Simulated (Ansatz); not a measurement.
# SnSe: the cost of one run

Method: DFT PBE, scalar-relativistic, plane waves, PAW, in Ansatz 0.2.0.

### Step 1. The starting structure

It takes space group F-43m (No. 216, cubic). The conventional cell has a = 6.327 Å, b = 6.327 Å, c = 6.327 Å, α = 90.00°, β = 90.00°, γ = 90.00°. Sn (site symmetry -43m) has 4 Se at 2.74 Å in its first shell of neighbours. Se (site symmetry -43m) has 4 Sn at 2.74 Å in its first shell of neighbours.

Coordinates:

```xyz
2
Lattice="0.0000 3.1636 3.1636 3.1636 0.0000 3.1636 3.1636 3.1636 0.0000" Properties=species:S:1:pos:R:3 pbc="T T T"
Sn    0.0000    0.0000    0.0000
Se    4.7455    4.7455    4.7455
```

The cell is invented: species swapped into a database cell of CdTe (F-43m, No. 216), with Sn on the Cd sites and Se on the Te sites. Lengths come from tabulated atomic sizes and are only a guess.

### Step 2. The guess as it stands, on a coarse mesh

Contents of input.yaml:

```yaml
crystal:
  lattice:
    - [0.0, 3.16364186, 3.16364186]
    - [3.16364186, 0.0, 3.16364186]
    - [3.16364186, 3.16364186, 0.0]
  atoms:
    - { symbol: Sn, position: [0.0, 0.0, 0.0] }
    - { symbol: Se, position: [0.75, 0.75, 0.75] }
basis:
  ecutwfc: 420
kpoints:
  mp_grid: { grid: [6, 6, 6] }
hamiltonian:
  xc: pbe
scf:
  occupations: { method: gaussian, width: 0.1 }
  lower_state_search: "off"
output:
  forces: true
  stress: true
  eigenvalues: true
```

Started as:

```sh
> ansatz run input.yaml --threads 1 --pin off --max-ram 2560MiB --backend cpu --events-out ev --progress --plain --runs-dir out
```

Q: Estimate wall time and peak memory on 1 thread of Intel Xeon 6975P-C (Granite Rapids), shared host.

About 1.2 s, with a peak of 0.38 GiB.
